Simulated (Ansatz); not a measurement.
## One relaxed cell of GeS at several levels

A database entry relaxed whole under r2SCAN at zero pressure (Pnma, No. 62):

```yaml
crystal:
  lattice:
    - [10.82564, 0.00000, 0.00000]
    - [0.00000, 3.58944, 0.00000]
    - [0.00000, 0.00000, 4.54790]
  atoms:
    - { symbol: Ge, position: [0.12817, 0.25000, 0.13565] }
    - { symbol: Ge, position: [0.37183, 0.75000, 0.63565] }
    - { symbol: Ge, position: [0.62817, 0.25000, 0.36435] }
    - { symbol: Ge, position: [0.87183, 0.75000, 0.86435] }
    - { symbol: S, position: [0.84463, 0.25000, 0.51336] }
    - { symbol: S, position: [0.65537, 0.75000, 0.01336] }
    - { symbol: S, position: [0.34463, 0.25000, 0.98664] }
    - { symbol: S, position: [0.15537, 0.75000, 0.48664] }
```

Its volume is 22.09 Å³ an atom, +7.6 % against the entry's 20.54, a cell as deposited in COD (1978).

Single points on this cell with plane-wave PAW DFT (Ansatz 0.2.0; r2SCAN 500 eV, hybrids 420 eV; fermi-dirac occupations of width 0.020 eV; no moments): r2SCAN on a 4×8×6 Γ-centred mesh; HSE06 on a 2×6×6 Γ-centred mesh; PBE0 on a 2×6×6 Γ-centred mesh.

Q: What does each level give for gap and charges?

A: The runs give:

```
 level  gap (eV), or kind  pressure (GPa)  Bader charge of Ge (e)  Bader charge of S (e)
r2SCAN               1.35             0.0                   +0.86                  -0.86
 HSE06               1.74            -0.2                   +0.90                  -0.90
  PBE0               2.41            -0.3                   +0.91                  -0.91
```

Under r2SCAN the gap is 1.35 eV, over mesh and band path. HSE06 moves it by +0.39 eV and PBE0 by +1.06 eV; PBE0 keeps its exact exchange at long range, which widens the gap over HSE06's by 0.67 eV on their common mesh. The charge on Ge goes from +0.86 to +0.90 e under HSE06.

Caveats: the relaxation kept the start's symmetry; HSE06 is read on its mesh and at the zone's corners, PBE0 on its mesh alone; hybrid pressures are good to a few tenths of a GPa; no dispersion correction, so weakly bound layers or chains stand too far apart and gaps read wide; pressure is positive in compression.
